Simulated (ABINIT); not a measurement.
# A GW chain in ABINIT: MgO (Periclase), part 2 of 3

Wanted: ground state, empty states, screening and self-energy for MgO (Periclase).

ABINIT 10.8.3; PBE and many-body steps on it, plane waves. Known limits of the many-body steps: not at the basis limit.

So far. Step 2 (Ground state): The gap is direct, at Γ.

The database entry behind the starting cell differs from later determinations by our own check (about 0.1 % long), so it need not match the best structure at ambient conditions.

### Step 3. Bands along the symmetry lines

Level of this step: DFT, PBE, plane waves, norm-conserving pseudopotentials (ABINIT).

The cheap functional maps the bands first; the places of the edges decide which points the dearer methods must see.

run.abi reads:

```
acell 3*1.0 Angstrom
rprim 
  -0.000000000000 2.108500000000 2.108500000000
  2.108500000000 0.000000000000 2.108500000000
  2.108500000000 2.108500000000 0.000000000000
ntypat 2
znucl 12 8
natom 2
typat 1 2
xred 
  0.000000000000 0.000000000000 0.000000000000
  0.500000000000 0.500000000000 0.500000000000
pp_dirpath "pseudos"
pseudos "Mg.upf, O.upf"
ecut 38
iscf -2
irdden 1
kptopt 0
nkpt 50
kpt 
  0.00000000 0.00000000 0.00000000
  0.06250000 0.00000000 0.06250000
  0.12500000 0.00000000 0.12500000
  0.18750000 0.00000000 0.18750000
  0.25000000 0.00000000 0.25000000
  0.31250000 0.00000000 0.31250000
  0.37500000 0.00000000 0.37500000
  0.43750000 0.00000000 0.43750000
  0.50000000 0.00000000 0.50000000
  0.51562500 0.03125000 0.51562500
  0.53125000 0.06250000 0.53125000
  0.54687500 0.09375000 0.54687500
  0.56250000 0.12500000 0.56250000
  0.57812500 0.15625000 0.57812500
  0.59375000 0.18750000 0.59375000
  0.60937500 0.21875000 0.60937500
  0.62500000 0.25000000 0.62500000
  0.37500000 0.37500000 0.75000000
  0.32812500 0.32812500 0.65625000
  0.28125000 0.28125000 0.56250000
  0.23437500 0.23437500 0.46875000
  0.18750000 0.18750000 0.37500000
  0.14062500 0.14062500 0.28125000
  0.09375000 0.09375000 0.18750000
  0.04687500 0.04687500 0.09375000
  0.00000000 0.00000000 0.00000000
  0.06250000 0.06250000 0.06250000
  0.12500000 0.12500000 0.12500000
  0.18750000 0.18750000 0.18750000
  0.25000000 0.25000000 0.25000000
  0.31250000 0.31250000 0.31250000
  0.37500000 0.37500000 0.37500000
  0.43750000 0.43750000 0.43750000
  0.50000000 0.50000000 0.50000000
  0.50000000 0.46875000 0.53125000
  0.50000000 0.43750000 0.56250000
  0.50000000 0.40625000 0.59375000
  0.50000000 0.37500000 0.62500000
  0.50000000 0.34375000 0.65625000
  0.50000000 0.31250000 0.68750000
  0.50000000 0.28125000 0.71875000
  0.50000000 0.25000000 0.75000000
  0.50000000 0.21875000 0.71875000
  0.50000000 0.18750000 0.68750000
  0.50000000 0.15625000 0.65625000
  0.50000000 0.12500000 0.62500000
  0.50000000 0.09375000 0.59375000
  0.50000000 0.06250000 0.56250000
  0.50000000 0.03125000 0.53125000
  0.50000000 0.00000000 0.50000000
istwfk *1
nband 15
nbdbuf 2
tolwfr 1e-08
nstep 40
prtwf 0
prtvol 0
indata_prefix "in"
outdata_prefix "out"
tmpdata_prefix "tmp"
```

Run with:

```
OMP_NUM_THREADS=1 mpirun -n 4 abinit run.abi > log
```

Numbers of over 12 decimals in the logs are rounded to 6 here.

What it wrote:

```text
.Version 10.8.3 of ABINIT. v10.8.2 released Aug 2026.

 Symmetries : space group Fm -3 m (#225); Bravais cF (face-center cubic)
[... echo of the input left out ...]
== DATASET  1 ==================================================================
-   mpi_nproc: 4, omp_nthreads: 1 (-1 if OMP is not activated)

--- !DatasetInfo
iteration_state: {dtset: 1, }
dimensions: {natom: 2, nkpt: 50, mband: 15, nsppol: 1, nspinor: 1, nspden: 1, mpw: 1429, }
cutoff_energies: {ecut:  38.0, pawecutdg:  -1.0, }
electrons: {nelect:   1.60000000E+01, charge:   0.00000000E+00, occopt:   1.00000000E+00, tsmear:   1.00000000E-02, }

 Real(R)+Recip(G) space primitive vectors, cartesian coordinates (Bohr,Bohr^-1):
 R(1)=  0.0000000  3.9844875  3.9844875  G(1)= -0.1254867  0.1254867  0.1254867
 R(2)=  3.9844875  0.0000000  3.9844875  G(2)=  0.1254867 -0.1254867  0.1254867
 R(3)=  3.9844875  3.9844875  0.0000000  G(3)=  0.1254867  0.1254867 -0.1254867
 Unit cell volume ucvol=  1.2651657E+02 bohr^3
 Angles (23,13,12)=  6.00000000E+01  6.00000000E+01  6.00000000E+01 degrees

 getcut: wavevector=  0.0000  0.0000  0.0000  ngfft=  32  32  32
         ecut(hartree)=     38.000   => boxcut(ratio)=   2.04647

--- Pseudopotential description ------------------------------------------------
- Mg Generated using ONCVPSP code by D. R. Hamann
- 12.00000  10.00000  171031                  znucl, zion, pspdat
12 -101130 1 -1 1510                          pspcod,pspxc,lmax,lloc,mmax
     nproj     2     2     0
  pspatm : epsatm=    9.22893308
         --- l  ekb(1:nproj) -->
             0    2.250005   -0.808630
             1   -6.469357   -2.503313
 pspatm: atomic psp has been read  and splines computed

- O Generated using ONCVPSP code by D. R. Hamann
-  8.00000   6.00000  171031                  znucl, zion, pspdat
12 -101130 2 -1 936                           pspcod,pspxc,lmax,lloc,mmax
     nproj     2     2     1
  pspatm : epsatm=    6.19545534
         --- l  ekb(1:nproj) -->
             0    6.056735    0.824024
[...]
2   -1.331955
 pspatm: atomic psp has been read  and splines computed

--------------------------------------------------------------------------------

================================================================================
 prteigrs : about to open file out_EIG
 Non-SCF case, kpt    1 (  0.00000  0.00000  0.00000), residuals and eigenvalues=
  3.60E-09  2.55E-09  4.12E-09  5.08E-09  1.16E-09  2.24E-09  6.07E-09  9.24E-09
  6.01E-09  1.99E-09  1.74E-09  2.76E-09  8.02E-09  4.95E-08  3.37E-07
 -2.4872E+00 -1.2653E+00 -1.2653E+00 -1.2653E+00 -4.5853E-01  1.7247E-01
  1.7247E-01  1.7247E-01  3.4641E-01  7.5821E-01  7.5821E-01  7.5821E-01
[...]
Non-SCF case, kpt    2 (  0.06250  0.00000  0.06250), residuals and eigenvalues=
  2.74E-09  3.07E-09  2.71E-09  4.77E-09  4.33E-09  9.35E-09  1.48E-09  2.57E-09
[...]
3.39E-09  2.60E-09  2.56E-09  5.71E-09  3.88E-09  6.53E-09  8.09E-10  1.29E-09
  3.31E-10  3.45E-10  2.28E-09  3.59E-09  9.99E-09  4.76E-08  6.44E-07
[...]
Non-SCF case, kpt   49 (  0.50000  0.03125  0.53125), residuals and eigenvalues=
[...]
Non-SCF case, kpt   50 (  0.50000  0.00000  0.50000), residuals and eigenvalues=
[...]
-2.4868E+00 -1.2679E+00 -1.2663E+00 -1.2663E+00 -4.0228E-01  2.4594E-02
  1.2366E-01  1.2366E-01  5.1138E-01  5.3902E-01  6.5222E-01  8.6839E-01
[...]
--- !ResultsGS
iteration_state: {dtset: 1, }
comment   : Summary of ground state results
lattice_vectors:
- [ -0.0000000,   3.9844875,   3.9844875, ]
- [  3.9844875,   0.0000000,   3.9844875, ]
- [  3.9844875,   3.9844875,   0.0000000, ]
lattice_lengths: [   5.63492,    5.63492,    5.63492, ]
lattice_angles: [ 60.000,  60.000,  60.000, ] # degrees, (23, 13, 12)
lattice_volume:   1.2651657E+02
convergence: {deltae:  0.000E+00, res2:  0.000E+00, residm:  9.990E-09, diffor:  0.000E+00, }
etotal    :  -7.60508220E+01
entropy   :   0.00000000E+00
fermie    :   1.72472836E-01
cartesian_stress_tensor: null
pressure_GPa: null
xred      :
- [  0.0000E+00,   0.0000E+00,   0.0000E+00, Mg]
- [  5.0000E-01,   5.0000E-01,   5.0000E-01,  O]
cartesian_forces: null
force_length_stats: {min: null, max: null, mean: null, }

 Integrated electronic density in atomic spheres:
 ------------------------------------------------
 Atom  Sphere_radius  Integrated_density
[...]
================================================================================

 ----iterations are completed or convergence reached----

 Mean square residual over all n,k,spin=   36.121E-10; max=  99.904E-10
 reduced coordinates (array xred) for    2 atoms
       0.000000000000      0.000000000000      0.000000000000
       0.500000000000      0.500000000000      0.500000000000

 cartesian coordinates (angstrom) at end:
    1      0.000000     0.000000     0.000000
    2      2.108500     2.108500     2.108500
 length scales=  1.889726125908  1.889726125908  1.889726125908 bohr
              =  1.000000000000  1.000000000000  1.000000000000 angstroms
 prteigrs : about to open file out_EIG
 Eigenvalues (hartree) for nkpt=  50  k points:
 kpt#   1, nband= 15, wtk=  1.00000, kpt=  0.0000  0.0000  0.0000 (reduced coord)
[...]
kpt#   2, nband= 15, wtk=  1.00000, kpt=  0.0625  0.0000  0.0625 (reduced coord)
[...]
kpt#   3, nband= 15, wtk=  1.00000, kpt=  0.1250  0.0000  0.1250 (reduced coord)
[...]
kpt#  49, nband= 15, wtk=  1.00000, kpt=  0.5000  0.0313  0.5313 (reduced coord)
  -2.48682   -1.26791   -1.26635   -1.26633   -0.40219    0.02529    0.12225    0.12304
   0.51360    0.54123    0.65148    0.86365    0.86992    1.11245    1.17252
 kpt#  50, nband= 15, wtk=  1.00000, kpt=  0.5000  0.0000  0.5000 (reduced coord)
  -2.48682   -1.26793   -1.26634   -1.26634   -0.40228    0.02459    0.12366    0.12366
   0.51138    0.53902    0.65222    0.86839    0.86839    1.10940    1.17063

== END DATASET(S) ==============================================================
================================================================================

 -outvars: echo values of variables after computation  --------
            nband          15
             nkpt          50
          spgroup         225
 [... the other variables as echoed above ...]

 Calculation completed.
```

The job ended after 3.9 s (4 MPI ranks of Arm Neoverse V1, shared host; peak memory 0.24 GiB).

Numbers from this step:

```yaml
gap: 4.733 eV
k_of_the_valence_top: 0, 0, 0
k_of_the_conduction_bottom: 0, 0, 0
least_direct_gap: 4.733 eV
```

The gap is 4.733 eV, as in the run before at this level.

Electronic bands along the path, in eV, zero at the top of the highest filled band; v1 is the highest filled band, c1 the lowest empty one:

| point | v4 | v3 | v2 | v1 | c1 | c2 | c3 | c4 |
| --- | --- | --- | --- | --- | --- | --- | --- | --- |
| Γ | -17.17 | 0.00 | 0.00 | 0.00 | 4.73 | 15.94 | 15.94 | 15.94 |
| halfway | -16.41 | -2.60 | -0.72 | -0.72 | 8.06 | 11.27 | 15.51 | 17.50 |
| X | -15.64 | -4.02 | -1.33 | -1.33 | 9.22 | 9.97 | 13.05 | 18.94 |
| halfway | -15.62 | -3.87 | -1.77 | -1.27 | 9.59 | 10.49 | 12.90 | 18.58 |
| U | -15.61 | -3.44 | -2.67 | -1.12 | 10.14 | 11.76 | 12.51 | 18.11 |
| jump to K | -15.61 | -3.44 | -2.67 | -1.12 | 10.14 | 11.76 | 12.51 | 18.11 |
| halfway | -16.34 | -2.91 | -1.16 | -0.38 | 8.15 | 12.04 | 15.37 | 17.95 |
| Γ | -17.17 | 0.00 | 0.00 | 0.00 | 4.73 | 15.94 | 15.94 | 15.94 |
| halfway | -16.57 | -2.63 | -0.33 | -0.33 | 7.09 | 12.61 | 16.73 | 16.73 |
| L | -15.86 | -4.57 | -0.63 | -0.63 | 7.91 | 12.57 | 16.32 | 16.32 |
| halfway | -15.72 | -3.96 | -1.90 | -0.97 | 9.68 | 12.18 | 13.50 | 16.90 |
| W | -15.58 | -2.91 | -2.91 | -1.75 | 11.66 | 11.66 | 12.15 | 15.52 |
| halfway | -15.61 | -3.73 | -1.87 | -1.54 | 10.08 | 10.85 | 12.73 | 17.32 |
| X | -15.64 | -4.02 | -1.33 | -1.33 | 9.22 | 9.97 | 13.05 | 18.94 |

The electronic bands as a text plot (rows in eV, shown from -8.0 to 10.7 only):

```
   10.3 |       ++   +++ +++++                         +     ++++
    9.6 |         +++++++                             +       +++
    8.8 |       ++            ++                    ++
    8.0 |     ++                +              +++++
    7.2 |    +                   ++         +++
    6.4 |                                  +
    5.7 |  ++                      ++    ++
    4.9 |++                          ++++
    4.1 |
    3.3 |
    2.5 |
    1.8 |
    1.0 |
    0.2 |**                        ********
   -0.6 | ********         ***********  ***************
   -1.4 |  **     *********     *  **               ** **********
   -2.1 |    *         ***  **** **        *          **    **
   -2.9 |     ****        **    *           *           ****
   -3.7 |         ********* ****             ***      ***   *****
   -4.5 |                                       ******
   -5.3 |
   -6.0 |
   -6.8 |
   -7.6 |
         Γ           X  U|K            Γ         L        W     X
```

### Step 4. Empty states on the mesh, 6×6×6 mesh, 102 bands

The sums over transitions need many empty states on a uniform mesh; this step solves for them.

run.abi reads:

```
acell 3*1.0 Angstrom
rprim 
  -0.000000000000 2.108500000000 2.108500000000
  2.108500000000 0.000000000000 2.108500000000
  2.108500000000 2.108500000000 0.000000000000
ntypat 2
znucl 12 8
natom 2
typat 1 2
xred 
  0.000000000000 0.000000000000 0.000000000000
  0.500000000000 0.500000000000 0.500000000000
pp_dirpath "pseudos"
pseudos "Mg.upf, O.upf"
ecut 38
ngkpt 6 6 6
nshiftk 1
shiftk 0 0 0
kptopt 1
chksymbreak 0
irdden 1
istwfk *1
nband 102
prtvol 0
optdriver 6
gwr_task "HDIAGO"
paral_kgb 0
occopt 1
indata_prefix "in"
outdata_prefix "out"
tmpdata_prefix "tmp"
```

What it wrote:

```text
[banner, memory and clock lines left out]
.Version 10.8.3 of ABINIT. v10.8.2 released Aug 2026.

 Symmetries : space group Fm -3 m (#225); Bravais cF (face-center cubic)
[... echo of the input left out ...]
== DATASET  1 ==================================================================
-   mpi_nproc: 4, omp_nthreads: 1 (-1 if OMP is not activated)

--- !DatasetInfo
iteration_state: {dtset: 1, }
dimensions: {natom: 2, nkpt: 16, mband: 102, nsppol: 1, nspinor: 1, nspden: 1, mpw: 1430, }
cutoff_energies: {ecut:  38.0, pawecutdg:  -1.0, }
electrons: {nelect:   1.60000000E+01, charge:   0.00000000E+00, occopt:   1.00000000E+00, tsmear:   1.00000000E-02, }

.Using double precision arithmetic; gwpc =  8

- Reading GS density from: in_DEN

--- Pseudopotential description ------------------------------------------------
- Mg Generated using ONCVPSP code by D. R. Hamann
- 12.00000  10.00000  171031                  znucl, zion, pspdat
12 -101130 1 -1 1510                          pspcod,pspxc,lmax,lloc,mmax
     nproj     2     2     0
  pspatm : epsatm=    9.22893308
         --- l  ekb(1:nproj) -->
             0    2.250005   -0.808630
             1   -6.469357   -2.503313
 pspatm: atomic psp has been read  and splines computed

- O Generated using ONCVPSP code by D. R. Hamann
-  8.00000   6.00000  171031                  znucl, zion, pspdat
12 -101130 2 -1 936                           pspcod,pspxc,lmax,lloc,mmax
     nproj     2     2     1
  pspatm : epsatm=    6.19545534
         --- l  ekb(1:nproj) -->
             0    6.056735    0.824024
             1   -4.717130   -1.149271
             2   -1.331955
 pspatm: atomic psp has been read  and splines computed

   2.46790215E+02                                ecore*ucvol(ha*bohr**3)

 Total charge density [el/Bohr^3]
)     Maximum=    3.3935E+00  at reduced coord.    0.0625    0.9375    0.9688
)     Minimum=    9.8865E-03  at reduced coord.    0.2500    0.2500    0.2500
   Integrated=    1.6000E+01

 === KS gaps after direct diagonalization ===
 Direct band gap semiconductor
 Fundamental gap:     4.733 (eV)
   VBM:     4.693 (eV) at k: [ 0.0000E+00,  0.0000E+00,  0.0000E+00]
   CBM:     9.426 (eV) at k: [ 0.0000E+00,  0.0000E+00,  0.0000E+00]
 Direct gap:         4.733 (eV) at k: [ 0.0000E+00,  0.0000E+00,  0.0000E+00]

== END DATASET(S) ==============================================================

 -outvars: echo values of variables after computation  --------
           etotal      0.0000000000E+00
            nband         102
             nkpt          16
          spgroup         225
 [... the other variables as echoed above ...]

 Calculation completed.
```

It took 13 s on 4 MPI ranks; peak memory 0.69 GiB.

Numbers from this step:

```yaml
gap: 4.733 eV
k_of_the_valence_top: 0, 0, 0
k_of_the_conduction_bottom: 0, 0, 0
least_direct_gap: 4.733 eV
k_points_computed: 16
lowest_point_of_the_top_converged_band_above_the_valence_top: 144.9605 eV
```

On this mesh the gap is 4.733 eV.

### Step 5. Screening, 6×6×6 mesh, 94 bands, screening to 217.7 eV

The RPA dielectric matrix is built and inverted for each q.

This step: RPA screening on PBE, plane waves, norm-conserving pseudopotentials.

run.abi: that of step 4 with these lines changed.

```diff
@@ -20,10 +20,11 @@
 chksymbreak 0
-irdden 1
 istwfk *1
-nband 102
-prtvol 0
-optdriver 6
-gwr_task "HDIAGO"
-paral_kgb 0
 occopt 1
+irdwfk 1
+optdriver 3
+nband 94
+ecuteps 8
+inclvkb 2
+awtr 1
+symchi 1
 indata_prefix "in"
```

What it wrote:

```text
.Version 10.8.3 of ABINIT. v10.8.2 released Aug 2026.

 Symmetries : space group Fm -3 m (#225); Bravais cF (face-center cubic)
[... echo of the input left out ...]
== DATASET  1 ==================================================================
-   mpi_nproc: 4, omp_nthreads: 1 (-1 if OMP is not activated)

--- !DatasetInfo
iteration_state: {dtset: 1, }
dimensions: {natom: 2, nkpt: 16, mband: 94, nsppol: 1, nspinor: 1, nspden: 1, mpw: 1430, }
cutoff_energies: {ecut:  38.0, pawecutdg:  -1.0, }
electrons: {nelect:   1.60000000E+01, charge:   0.00000000E+00, occopt:   1.00000000E+00, tsmear:   1.00000000E-02, }

 SCREENING: Calculation of the susceptibility and dielectric matrices

 Based on a program developped by R.W. Godby, V. Olevano, G. Onida, and L. Reining.
 Incorporated in ABINIT by V. Olevano, G.-M. Rignanese, and M. Torrent.
.Using double precision arithmetic ; gwpc =  8

[... cell and pseudopotentials left out ...]
--------------------------------------------------------------------------------

 ==== K-mesh for the wavefunctions ====
 Number of points in the irreducible wedge :    16
[... list of points left out ...]
 Together with 48 symmetry operations and time-reversal symmetry
 yields   216 points in the full Brillouin Zone.

 ==== Q-mesh for the screening function ====
 Number of points in the irreducible wedge :    16
[... list of points left out ...]
 Together with 48 symmetry operations and time-reversal symmetry
 yields   216 points in the full Brillouin Zone.

 setmesh: FFT mesh size selected  =    24x   24x   24
          total number of points  =        13824

 vcoul_init : cutoff-mode = AUXILIARY_FUNCTION
 q-points for optical limit:   1
     1)      0.000010    0.000020    0.000030

- screening: taking advantage of time-reversal symmetry
- Maximum band index for partially occupied states nbvw = 8
- Remaining bands to be divided among processors   nbcw = 86
- Number of bands treated by each node ~21

 Number of electrons calculated from density =   16.0000; Expected =   16.0000
 average of density, n =  0.126466
 r_s =    1.2359
 omega_plasma =   34.3038 [eV]

 calculating chi0 at frequencies [eV] :
  1    0.000000E+00    0.000000E+00
  2    0.000000E+00    3.430377E+01

--------------------------------------------------------------------------------
  q-point number  1        q = ( 0.000000, 0.000000, 0.000000) [r.l.u.]
--------------------------------------------------------------------------------
[... chi0 elements left out ...]
 For q-point:  0.000010 0.000020 0.000030
  dielectric constant =   3.0360
  dielectric constant without local fields =   3.2560

  Average fulfillment of the sum rule on Im[epsilon] for q-point    1 :     71.52  [%]
[... wings left out ...]
  q-point number  2        q = ( 0.166667, 0.000000, 0.000000) [r.l.u.]
--------------------------------------------------------------------------------
[... chi0 elements left out ...]
  Average fulfillment of the sum rule on Im[epsilon] for q-point    2 :     85.95  [%]

 [... 14 further q-points ...]
```

Run time: 71 s. Hardware: 4 MPI ranks; peak memory 0.77 GiB; 4.7 min of CPU time.

This step gave:

```yaml
eps_infinity_with_local_fields_on_this_mesh_along_the_program_s_q_direction: 3.036
the_same_without_local_fields: 3.256
plasma_frequency: 34.30 eV
plane_waves_in_the_screening_matrix: 137
```

Local fields lower ε∞ by 7 %.

(Part 2 of 3 ends here.)

[Paths, hosts, dates, memory and timing lines, banners, echoed tables and standing remarks are left out of the program output.]

[Logs are printed without paths, hosts, clocks, repeated set-up lines and the standing remarks that a program may print on its own settings, such as how far it seeks lower states.]

[Runs of the session that timed out or met a known fault of the program may be left out.]

[Hosts, paths, dates, database ids (printed as entryN), source tags and the programs' standing remarks are cut or masked in the printed files.]

[G0W0 gaps are taken among the corrected bands and points alone; a level outside them can change the order at an edge.]

[Where Ansatz stands beside ABINIT at settings called matched, ABINIT's density can come from a denser mesh and the files from another edition; pairs whose starting gaps differed by over 0.03 eV were left out, so agreement reads better than it is.]
